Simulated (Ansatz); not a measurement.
# AgCl: bands on a dense mesh

Is AgCl a metal, and what do its states look like over the zone? Levels and slopes are computed on a dense mesh; the geometry is as given.

Computed with Ansatz 0.2.0 (DFT PBE, spin-orbit coupling, plane waves, PAW; levels and slopes on a dense k mesh at the converged density, unless a step's input says otherwise).

### 1 The system as given

It takes space group Cmcm (No. 63, orthorhombic). The conventional cell has a = 3.742 Å, b = 11.113 Å, c = 3.924 Å, α = 90.00°, β = 90.00°, γ = 90.00°. Ag (site symmetry m2m) is surrounded by 5 Cl at 2.73 to 2.91 Å and 2 Ag at 3.02 Å. Cl (site symmetry m2m) is surrounded by 5 Ag at 2.73 to 2.91 Å.

Coordinates:

```
CELL_PARAMETERS angstrom
1.87091 -5.55660 0.00000
1.87091 5.55660 0.00000
0.00000 0.00000 3.92404
ATOMIC_POSITIONS crystal
Ag 0.39656 0.60344 0.75000
Ag 0.60344 0.39656 0.25000
Cl 0.86545 0.13455 0.25000
Cl 0.13455 0.86545 0.75000
```

The structure comes from the Materials Project (structure only) and is not relaxed.

### 2 The run

input.yaml reads:

```yaml
crystal:
  lattice:
    - [1.8709097, -5.55659524, 0.0]
    - [1.8709097, 5.55659524, 0.0]
    - [0.0, 0.0, 3.92403735]
  atoms:
    - { symbol: Ag, position: [0.3965554, 0.6034446, 0.75] }
    - { symbol: Ag, position: [0.6034446, 0.3965554, 0.25] }
    - { symbol: Cl, position: [0.86544873, 0.13455127, 0.25] }
    - { symbol: Cl, position: [0.13455127, 0.86544873, 0.75] }
basis:
  ecutwfc: 420
kpoints:
  mp_grid: { grid: [12, 12, 10] }
hamiltonian:
  xc: pbe
scf:
  occupations: { method: gaussian, width: 0.05 }
output:
  forces: true
  eigenvalues: true
  eigenstates:
    nscf_kmesh: { grid: [14, 14, 14] }
    top_band: c12
    de_dk: true
    localisation: true
  stress: true
checkpoint:
  write: ck
  compress: false
  write_wavefunctions: false
  write_every: 100000
magnetization:
  noncollinear: true
  spin_orbit: true
```

Run with:

```bash
$ ansatz run input.yaml --threads 1 --pin off --max-ram 3072MiB --backend cpu --events-out ev --progress --plain --runs-dir out
```

The program printed:

```text
Warning: RAYON_NUM_THREADS=1 ignored (pool sized by the plan → 1); use --threads N
Engine: ansatz 0.2.0, aarch64-unknown-linux-gnu
Pseudopotentials: kind: paw_fr
Pseudopotential: Ag, paw_fr, valence charge 19, recommended cutoff 420 eV (normal), Ag.paw.azcp#standard-fr
Pseudopotential: Cl, paw_fr, valence charge 7, recommended cutoff 420 eV (normal), Cl.paw.azcp#standard-fr
Functional definition: PBE
  parameter kappa = 0.804
  parameter beta = 0.06672455060314922
  exchange = pbe_x(kappa = kappa, mu = beta*pi^2/3)
  correlation = pbe_c(beta = beta)
non-collinear run that drives no moment, with spin-orbit: no starting moment large enough to seed its density (crystal.atoms[].spin), no starting occupations that ask for one, no magnetisation constraint and no magnetic field, so the semilocal B_xc is pinned to zero
Crystal: 4 atoms, lattice volume = 81.588 Å³
Basis set: ecut = 420 eV, 1593 PW (Γ), exchange–correlation on 80×80×54 points (8 copies of the dense FFT grid, shifted against one another)
Bands: 64, of which v1, the nominal top of the filled ones, is band 52 counted from 1 (51 counted from 0)
Symmetry: 8 space group operations + 8 with time reversal
Magnetic group: BNS 63.458 (UNI 556), of the structure as read, at distance tolerance 4.3e-5 Å
k-points: 258 of 1440
Projection manifold: j_resolved (fully-relativistic pseudo-atomic orbitals)
Non-local potential: Ag, projectors of the file, l = 0: 3, l = 1: 4, l = 2: 4, l = 3: 2
Non-local potential: Cl, projectors of the file, l = 0: 2, l = 1: 4, l = 2: 4
PAW form: soft (Blöchl's): semilocal exchange-correlation on the pseudo side does not see the compensation charge
PAW one-centre angular grid: Ag, 590 points (default); XC on 96 Gauss nodes
PAW one-centre angular grid: Cl, 110 points (default); XC on 64 Gauss nodes
Initial density: superposition of atomic densities (chi_scale 0.1, normalization cell, long waves kept (reshape's long-wave potential 0.05 eV rms))
Initial wavefunctions: pseudopotential atomic-orbital guess
Functional: x = pbe(κ = 0.804, μ = 0.2195149727645171), c = pbe(β = 0.06672455060314922)
SCF iter   1: F=—  HF=-17347.639394 eV  |F-HF|=—  |Δ(HF+E_count)|=         —  Δρ=6.06e-2  dr2=4.16e0  dr2_m=0.00e0 (ungated)  ethr=3.10e-3  |M|=0.00e0 ∫|m|=0.00e0 μB  |m|>n=0.0e0 m-floor=0.0e0 τ_xc=0.0e0  β_m=0.30  ⟨swp⟩=8.5  Hψ=39139  notcnv=0  defer=316
preconditioner: auto → Resta (q_TF=auto, 2.531 Å⁻¹)  ε∞=6.1  [insulator: Δε(μ)=0.337 eV  Ē_g=10.932 eV  σ=0.050 eV  W_gap=1.00  n_scr=26 (ndim 8)  ℏωp=24.7 eV  f_vac=0.009  D(μ)=0.00/eV (n_scr^D=0)  ε∞_Penn≈6.1]
spin=Noncollinear: Resta preconditioning applied to the charge; magnetization (m_x, m_y, m_z) channels mix plain (no charge-response kernel on spin).
SCF iter   2: F=—  HF=-17346.712330 eV  |F-HF|=—  |Δ(HF+E_count)|=   9.27e-1  Δρ=3.01e-2  dr2=1.27e0  dr2_m=0.00e0 (ungated)  ethr=3.10e-3  |M|=0.00e0 ∫|m|=0.00e0 μB  |m|>n=0.0e0 m-floor=0.0e0 τ_xc=0.0e0  β_m=0.45  ⟨swp⟩=2.6  Hψ=13239  notcnv=0  defer=1884
SCF iter   3: F=—  HF=-17346.352842 eV  |F-HF|=—  |Δ(HF+E_count)|=   3.59e-1  Δρ=8.35e-3  dr2=5.20e-2  dr2_m=0.00e0 (ungated)  ethr=2.45e-3  |M|=0.00e0 ∫|m|=0.00e0 μB  |m|>n=0.0e0 m-floor=0.0e0 τ_xc=0.0e0  β_m=0.67  ⟨swp⟩=2.9  Hψ=12608  notcnv=0  defer=1890
SCF iter   4: F=—  HF=-17346.345635 eV  |F-HF|=—  |Δ(HF+E_count)|=   7.21e-3  Δρ=1.55e-3  dr2=4.82e-3  dr2_m=0.00e0 (ungated)  ethr=9.99e-5  |M|=0.00e0 ∫|m|=0.00e0 μB  |m|>n=0.0e0 m-floor=0.0e0 τ_xc=0.0e0  β_m=0.83  ⟨swp⟩=2.2  Hψ=15377  notcnv=0  defer=1870
SCF iter   5: F=—  HF=-17346.345228 eV  |F-HF|=—  |Δ(HF+E_count)|=   4.07e-4  Δρ=6.29e-4  dr2=3.00e-4  dr2_m=0.00e0 (ungated)  ethr=9.27e-6  |M|=0.00e0 ∫|m|=0.00e0 μB  |m|>n=0.0e0 m-floor=0.0e0 τ_xc=0.0e0  β_m=0.92  ⟨swp⟩=2.1  Hψ=11232  notcnv=0  defer=1870
SCF iter   6: F=—  HF=-17346.345406 eV  |F-HF|=—  |Δ(HF+E_count)|=   1.78e-4  Δρ=1.85e-4  dr2=3.09e-5  dr2_m=0.00e0 (ungated)  ethr=5.77e-7  |M|=0.00e0 ∫|m|=0.00e0 μB  |m|>n=0.0e0 m-floor=0.0e0 τ_xc=0.0e0  β_m=0.95  ⟨swp⟩=2.0  Hψ=11449  notcnv=0  defer=1870
SCF iter   7: F=—  HF=-17346.345425 eV  |F-HF|=—  |Δ(HF+E_count)|=   1.87e-5  Δρ=2.98e-5  dr2=6.76e-7  dr2_m=0.00e0 (ungated)  ethr=5.94e-8  |M|=0.00e0 ∫|m|=0.00e0 μB  |m|>n=0.0e0 m-floor=0.0e0 τ_xc=0.0e0  β_m=0.97  ⟨swp⟩=2.0  Hψ=11608  notcnv=0  defer=1870
SCF iter   8: F=—  HF=-17346.345485 eV  |F-HF|=—  |Δ(HF+E_count)|=   6.06e-5  Δρ=8.73e-6  dr2=7.25e-8  dr2_m=0.00e0 (ungated)  ethr=1.30e-9  |M|=0.00e0 ∫|m|=0.00e0 μB  |m|>n=0.0e0 m-floor=0.0e0 τ_xc=0.0e0  β_m=0.99  ⟨swp⟩=2.0  Hψ=12237  notcnv=0  defer=1870
SCF iter   9: F=—  HF=-17346.345485 eV  |F-HF|=—  |Δ(HF+E_count)|=   1.21e-7  Δρ=1.57e-6  dr2=2.13e-9  dr2_m=0.00e0 (ungated)  ethr=1.39e-10  |M|=0.00e0 ∫|m|=0.00e0 μB  |m|>n=0.0e0 m-floor=0.0e0 τ_xc=0.0e0  β_m=0.99  ⟨swp⟩=2.0  Hψ=11928  notcnv=0  defer=1870
SCF iter  10: F=—  HF=-17346.345485 eV  |F-HF|=—  |Δ(HF+E_count)|=   1.80e-9  Δρ=4.34e-7  dr2=1.59e-10  dr2_m=0.00e0 (ungated)  ethr=4.09e-12  |M|=0.00e0 ∫|m|=0.00e0 μB  |m|>n=0.0e0 m-floor=0.0e0 τ_xc=0.0e0  β_m=1.00  ⟨swp⟩=2.0  Hψ=11490  notcnv=0  defer=1870
SCF iter  11: F=-17346.345485 eV  HF=-17346.345485 eV  |F-HF|=1.46e-11  |Δ(HF+E_count)|=  6.18e-11  Δρ=9.16e-8  dr2=7.72e-12  dr2_m=0.00e0 (ungated)  ethr=1.00e-12  |M|=0.00e0 ∫|m|=0.00e0 μB  |m|>n=0.0e0 m-floor=0.0e0 τ_xc=0.0e0  ⟨swp⟩=10.6  Hψ=45086  notcnv=0
SCF 1 converged in 11 iterations: F = -17346.345485 eV  dr2 = 7.72e-12
NSCF: frozen V_eff on 456 k-points
SCF converged after 11 iterations
Magnetization: |M| = 0.0000 μB,  M = (+0.0000, +0.0000, +0.0000) μB
Absolute magnetization: 0.0000 μB (∫|m|)
  site 0: m = (+0.0000, +0.0000, +0.0000) μB, |m| = 0.0000 μB  (R = 1.13 Å)
  site 1: m = (+0.0000, +0.0000, +0.0000) μB, |m| = 0.0000 μB  (R = 1.13 Å)
  site 2: m = (+0.0000, +0.0000, +0.0000) μB, |m| = 0.0000 μB  (R = 1.13 Å)
  site 3: m = (+0.0000, +0.0000, +0.0000) μB, |m| = 0.0000 μB  (R = 1.13 Å)
Free energy (F): -17346.345485 eV
Harris-Foulkes:  -17346.345485 eV  (|F-HF|=1.46e-11)
Internal energy: -17346.345485 eV  (E = F + TS)
E sigma→0 (E₀):  -17346.345485 eV
Fermi energy:    8.991858 eV
--- Per-component energies (eV) ---
  E_band       = -696.206375
  E_kinetic    = 1378.168719
  E_local      = -6396.444850  (includes V_loc(G=0)·N_el)
  E_nonlocal   = 221.230676
  E_hartree    = 2817.230468
  E_xc         = -580.557581
  E_vxc        = -709.183344  (∫ρ·V_xc dr)
  E_paw        = -9131.495382  (= ΣΔE_a)
  E_vpaw       = -824.439315  (= ΣTr[D̂ρ^β])
  E_aug_tail   = 0.000812  (compensation charges beyond the density's cutoff)
  E_ewald      = -5654.478348
  E_smearing   = -0.000000  (= −TS)
  E_closure    = 0.000000  (closes the sum)
  Σ components = -17346.345485   (vs F -17346.345485, Δ=0.00e0)
--- Forces (eV/Å), atoms counted from 1 ---
  atom   1  Ag     0.00000000     0.00968223     0.00000000
  atom   2  Ag     0.00000000    -0.00968223     0.00000000
  atom   3  Cl     0.00000000     0.00864077     0.00000000
  atom   4  Cl     0.00000000    -0.00864077     0.00000000
  max |Σ_I F_I| component: 0.00e0 eV/Å
--- Stress (GPa, compression-positive) ---
        1.644648       0.000000       0.000000
        0.000000       1.734704       0.000000
        0.000000       0.000000       1.605275
  P = ⅓ Tr σ = 1.6615 GPa (16.615 kbar)
--- Band table (eV; the first three rows and the last of 258) ---
  k-point 0: bands = ["-81.2912", "-81.2912", "-81.2882", "-81.2882", "-48.3543", "-48.3543", "-48.3431", "-48.3431", "-43.2965", "-43.2965", "-43.2699", "-43.2699", "-43.2526", "-43.2526", "-43.2470", "-43.2470", "-6.4344", "-6.4344", "-5.8298", "-5.8298", "4.2109", "4.2109", "5.2364", "5.2364", "5.4201", "5.4201", "5.5095", "5.5095", "5.6522", "5.6522", "5.8037", "5.8037", "5.8411", "5.8411", "6.1229", "6.1229", "6.1728", "6.1728", "6.3246", "6.3246", "6.3764", "6.3764", "6.5669", "6.5669", "6.5868", "6.5868", "6.9594", "6.9594", "7.1290", "7.1290", "7.2856", "7.2856", "9.2087", "9.2087", "11.8644", "11.8644", "16.4436", "16.4436", "17.0777", "17.0777", "18.6364", "18.6364", "18.7548", "18.7548"]
  k-point 1: bands = ["-81.2911", "-81.2911", "-81.2882", "-81.2882", "-48.3541", "-48.3541", "-48.3434", "-48.3434", "-43.2961", "-43.2961", "-43.2710", "-43.2710", "-43.2521", "-43.2521", "-43.2470", "-43.2470", "-6.4040", "-6.4040", "-5.8254", "-5.8254", "4.2352", "4.2352", "5.0399", "5.0399", "5.2114", "5.2114", "5.4277", "5.4277", "5.5964", "5.5964", "5.6517", "5.6517", "5.7378", "5.7378", "6.0075", "6.0075", "6.1541", "6.1541", "6.3278", "6.3278", "6.5235", "6.5235", "6.6120", "6.6120", "6.9356", "6.9356", "6.9846", "6.9846", "7.1273", "7.1273", "7.3932", "7.3932", "9.5916", "9.5916", "12.1182", "12.1182", "16.4841", "16.4841", "16.8576", "16.8576", "18.2474", "18.2474", "18.4205", "18.4205"]
  k-point 2: bands = ["-81.2909", "-81.2909", "-81.2885", "-81.2885", "-48.3533", "-48.3533", "-48.3443", "-48.3443", "-43.2947", "-43.2947", "-43.2738", "-43.2738", "-43.2510", "-43.2510", "-43.2471", "-43.2471", "-6.3188", "-6.3188", "-5.8184", "-5.8184", "4.2858", "4.2858", "4.5654", "4.5654", "4.9094", "4.9094", "5.1160", "5.1160", "5.2491", "5.2491", "5.4104", "5.4104", "5.7521", "5.7521", "5.9634", "5.9634", "6.1796", "6.1796", "6.4088", "6.4088", "6.5150", "6.5150", "6.6795", "6.6795", "7.1041", "7.1041", "7.2193", "7.2193", "7.5599", "7.5599", "7.6955", "7.6955", "10.4061", "10.4061", "12.7823", "12.7823", "16.1689", "16.1689", "16.6093", "16.6093", "17.5675", "17.5675", "17.8071", "17.8071"]
  k-point 257: bands = ["-81.2896", "-81.2896", "-81.2896", "-81.2896", "-48.3490", "-48.3490", "-48.3490", "-48.3490", "-43.2860", "-43.2860", "-43.2860", "-43.2860", "-43.2480", "-43.2480", "-43.2480", "-43.2480", "-5.9254", "-5.9254", "-5.9254", "-5.9254", "3.3308", "3.3308", "3.3308", "3.3308", "4.5502", "4.5502", "4.5502", "4.5502", "4.8375", "4.8375", "4.8375", "4.8375", "6.1703", "6.1703", "6.1703", "6.1703", "6.3175", "6.3175", "6.3175", "6.3175", "6.9414", "6.9414", "6.9414", "6.9414", "7.9826", "7.9826", "7.9826", "7.9826", "8.6096", "8.6096", "8.6096", "8.6096", "12.3895", "12.3895", "12.3895", "12.3895", "15.5429", "15.5429", "15.5429", "15.5429", "16.9498", "16.9498", "16.9498", "16.9498"]
--- Fermi surface from the table of eigenstates not read: on its mesh, or on one of the eight of every second point, the electrons fill whole bands (an insulator's do; a metal wants a denser output.eigenstates.nscf_kmesh) ---
```

Run time: 15 min. Hardware: 1 thread of Arm Neoverse V2, shared host; peak memory 2 GiB.

The time includes the short passes below, which read the saved density.

### 3 Levels on the dense mesh

Levels at named points, in eV from the valence-band top, on the 14×14×14 mesh:

```tsv
band	Γ	Y	T	Z	S	R	lowest	highest
48	-1.81	-1.68	-0.78	-1.29	-1.02	-1.93	-1.95	-0.68
47	-1.81	-1.68	-0.78	-1.29	-1.02	-1.93	-1.95	-0.68
50	-1.64	-1.64	-0.15	-0.12	-0.07	-1.47	-1.65	-0.07
49	-1.64	-1.64	-0.15	-0.12	-0.07	-1.47	-1.65	-0.07
52	-1.48	-1.41	-0.15	-0.12	-0.01	-1.47	-1.48	0.00
51	-1.48	-1.41	-0.15	-0.12	-0.01	-1.47	-1.48	0.00
53	0.44	2.02	3.62	4.33	3.09	2.80	0.44	4.33
54	0.44	2.02	3.62	4.33	3.09	2.80	0.44	4.33
```

### 4 Curvature at the band extrema

A second pass solves small stars of points around each extremum from the saved density; its log was not kept.

input.yaml reads:

```yaml
crystal:
  lattice:
    - [1.8709097, -5.55659524, 0.0]
    - [1.8709097, 5.55659524, 0.0]
    - [0.0, 0.0, 3.92403735]
  atoms:
    - { symbol: Ag, position: [0.3965554, 0.6034446, 0.75] }
    - { symbol: Ag, position: [0.6034446, 0.3965554, 0.25] }
    - { symbol: Cl, position: [0.86544873, 0.13455127, 0.25] }
    - { symbol: Cl, position: [0.13455127, 0.86544873, 0.75] }
basis:
  ecutwfc: 420
kpoints:
  mp_grid: { grid: [12, 12, 10] }
hamiltonian:
  xc: pbe
scf:
  occupations: { method: gaussian, width: 0.05 }
checkpoint:
  read: start.run
  post_process_only: true
magnetization:
  noncollinear: true
  spin_orbit: true
output:
  eigenstates:
    kpoints:
      - [0.2142857, 0.2857143, 0.0]
      - [0.2178589, 0.2892875, 0.0]
      - [0.2107125, 0.2821411, 0.0]
      - [0.2036734, 0.2963266, 0.0]
      - [0.224898, 0.275102, 0.0]
      - [0.2142857, 0.2857143, 0.0074944]
      - [0.2142857, 0.2857143, -0.0074944]
      - [0.0, 0.0, -0.5]
      - [0.0035732, 0.0035732, -0.5]
      - [-0.0035732, -0.0035732, -0.5]
      - [-0.0106123, 0.0106123, -0.5]
      - [0.0106123, -0.0106123, -0.5]
      - [0.0, 0.0, -0.4925056]
      - [0.0, 0.0, -0.5074944]
      - [0.4285714, -0.4285714, -0.5]
      - [0.4321446, -0.4249983, -0.5]
      - [0.4249983, -0.4321446, -0.5]
      - [0.4179591, -0.4179591, -0.5]
      - [0.4391837, -0.4391837, -0.5]
      - [0.4285714, -0.4285714, -0.4925056]
      - [0.4285714, -0.4285714, -0.5074944]
      - [0.0, 0.0, 0.0]
      - [0.0035732, 0.0035732, 0.0]
      - [-0.0035732, -0.0035732, 0.0]
      - [-0.0106123, 0.0106123, 0.0]
      - [0.0106123, -0.0106123, 0.0]
      - [0.0, 0.0, 0.0074944]
      - [0.0, 0.0, -0.0074944]
    top_band: c12
    de_dk: true
```

### 5 What came out

| quantity | value |
| --- | --- |
| gap on the dense mesh | 0.44 eV |

**Reading.** The search for the extrema did not settle, so no masses are given.

The gaps are Kohn-Sham values of a semilocal functional, not quasiparticle or optical gaps. Such gaps usually fall short of the measured ones.
